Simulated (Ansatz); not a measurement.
# AlCu3: a hydrostatic pressure series

One table from this session's results is given with a row withheld; the runs are named, their logs left out.

Method: DFT PBEsol, scalar-relativistic, plane waves, PAW, in Ansatz 0.2.0.

1 further run of the same task is left out (set aside as unsound or not needed).

**The system as given**

The structure is orthorhombic, space group Pmmn (No. 59). Conventional cell: a = 4.176 Å, b = 5.118 Å, c = 4.473 Å, α = 90.00°, β = 90.00°, γ = 90.00°. Around Al (site symmetry mm2) lie 12 Cu at 2.56 to 2.58 Å. Around Cu (site symmetry mm2) lie 8 Cu at 2.56 to 2.59 Å and 4 Al at 2.56 Å. Around Cu (site symmetry m) lie 8 Cu at 2.55 to 2.59 Å and 4 Al at 2.56 to 2.58 Å.

As a file:

```
Al Cu
1.0
     4.17564    0.00000    0.00000
     0.00000    5.11832    0.00000
     0.00000    0.00000    4.47272
Al Cu
2 6
Cartesian
  0.0000 0.0000 2.9709
  2.0878 2.5592 1.5018
  0.0000 2.5592 2.9882
  2.0878 0.0000 1.4846
  0.0000 1.2848 0.7331
  0.0000 3.8335 0.7331
  2.0878 1.2744 3.7396
  2.0878 3.8440 3.7396
```

It goes back to an entry of the Materials Project, which need not be the stable form.

This cell was relaxed beforehand with the same method: volume 11.95 Å³/atom, gap on the mesh none (metal).

The first run:

Input file input.yaml:

```yaml
crystal:
  lattice:
    - [4.2153046574, 0.0, 0.0]
    - [0.0, 5.1669393499, 0.0]
    - [0.0, 0.0, 4.515205911]
  atoms:
    - { symbol: Al, position: [0.0, 0.0, 0.6642284183] }
    - { symbol: Al, position: [0.5, 0.5, 0.3357715817] }
    - { symbol: Cu, position: [0.0, 0.5, 0.6680840798] }
    - { symbol: Cu, position: [0.5, 0.0, 0.3319159202] }
    - { symbol: Cu, position: [0.0, 0.2510188889, 0.1639074258] }
    - { symbol: Cu, position: [0.0, 0.7489811111, 0.1639074258] }
    - { symbol: Cu, position: [0.5, 0.2489811111, 0.8360925742] }
    - { symbol: Cu, position: [0.5, 0.7510188889, 0.8360925742] }
basis:
  ecutwfc: 420
kpoints:
  mp_grid: { grid: [8, 8, 8] }
hamiltonian:
  xc: pbesol
scf:
  occupations: { method: gaussian, width: 0.1 }
output:
  forces: true
  stress: true
  eigenvalues: true
  write_density: true
  write_potential: true
  elf: true
  volumetric_format: npy
relax:
  adjacent_minimum: "off"
  f_tol: 0.008
  max_steps: 50
  cell: { stress_tol: 0.08, p_target: -3.0 }
```

The run is started by

```sh
$ ansatz run input.yaml --threads 2 --pin off --max-ram 5120MiB --backend cpu --events-out ev --progress --plain --runs-dir out
```

Among the steps run: Relaxing at -3 GPa; Relaxing at 3 GPa; 8 GPa; Relaxing at 15 GPa; Target pressure 30 GPa.

One of the session's tables, all rows but one given; the rest of the session is left out.

```
P (GPa)  V (Å³/atom)  a (Å)  b (Å)  c (Å)  ΔH (eV/atom)
     -3        12.20  4.203  5.155  4.504        -0.226
      0        11.95  4.176  5.118  4.473         0.000
      3        11.73  4.150  5.086  4.445         0.222
      8            ?      ?      ?      ?             ?
     15        11.02  4.067  4.977  4.354         1.072
     30        10.38  3.987  4.882  4.265         2.072
```

Estimate the missing values for P (GPa) = 8.

Worked estimate for «V (Å³/atom)». A straight line through the neighbours (3, 11.73) and (15, 11.02) gives 11.73 + (11.02 − 11.73) × (8 − 3) / (15 − 3) = 11.43; a parabola fitted to 4 rows on both sides gives 11.41.

The run gave: V (Å³/atom): 11.40; a (Å): 4.113; b (Å): 5.037; c (Å): 4.403; ΔH (eV/atom): 0.582. In «V (Å³/atom)» the line misses by +0.03 and the parabola by +0.01.

ΔH is E + PV over the energy at zero pressure; a, b and c are the vectors of the computed cell. 
